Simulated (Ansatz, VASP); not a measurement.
## Two plane-wave programs on KTaO3

INCAR

```
SYSTEM = KTaO3
  PREC = Accurate
  ENCUT = 520
  EDIFF = 1E-6
  ISMEAR = 0
  SIGMA = 0.05
  LREAL = .FALSE.
  LASPH = .TRUE.
  NELM = 100
  ALGO = Normal
  ISIF = 2
  LWAVE = .FALSE.
  LCHARG = .FALSE.
  GGA = PE
  NBANDS = 27
```

Contents of KPOINTS:

```
Automatic mesh
0
G
  8 8 8
  0 0 0
```

The input POSCAR:

```
KTaO3
1.0
    4.0429410365      0.0000000000      0.0000000000
    0.0000000000      4.0429410365      0.0000000000
    0.0000000000      0.0000000000      3.8812233950
K Ta O
1 1 3
Direct
    0.5000000000      0.5000000000      0.5000000000
    0.0000000000      0.0000000000      0.0000000000
    0.5000000000      0.0000000000      0.0000000000
    0.0000000000      0.5000000000      0.0000000000
    0.0000000000      0.0000000000      0.5000000000
```

Input for Ansatz:

```yaml
crystal:
  lattice:
    - [4.0429410365, 0.0, 0.0]
    - [0.0, 4.0429410365, 0.0]
    - [0.0, 0.0, 3.881223395]
  atoms:
    - { symbol: K, position: [0.5, 0.5, 0.5] }
    - { symbol: Ta, position: [0.0, 0.0, 0.0] }
    - { symbol: O, position: [0.5, 0.0, 0.0] }
    - { symbol: O, position: [0.0, 0.5, 0.0] }
    - { symbol: O, position: [0.0, 0.0, 0.5] }
basis:
  ecutwfc: 420
kpoints:
  mp_grid: { grid: [8, 8, 8] }
hamiltonian:
  xc: pbe
scf:
  occupations: { method: gaussian, width: 0.05 }
output:
  forces: true
  stress: true
  eigenvalues: true
```

Alike in both runs: task single point; functional PBE; k mesh 8 × 8 × 8; occupations gaussian, width 0.05 eV; no spin polarisation.

|  | VASP | Ansatz |
| --- | --- | --- |
| version | VASP 6.6.1 | Ansatz 0.2.0 |
| potentials or method | VASP PAW PBE potentials, release 64 (K_sv, Ta_pv, O) | scalar-relativistic, plane waves, PAW |
| plane-wave cutoff (eV) | 520 | 420 |
| valence electrons in the cell | 38 | 40 |

```tsv
	VASP	Ansatz	Ansatz less VASP
gap on the k mesh at the Fermi level (eV)	2.10	2.14	+0.046
least direct gap on the mesh (eV)	2.71	2.75	+0.040
pressure (GPa)	6.8	6.1	-0.70
largest component of the traceless stress (GPa)	11.14	10.95	-0.191
```

The two sets of potentials don't hold the same shells in valence.

Caveats: spin-orbit coupling is left out, which moves the levels of the heavy elements. A k mesh can miss the band edges. PBE gaps usually lie below the measured ones, often by a third to a half.
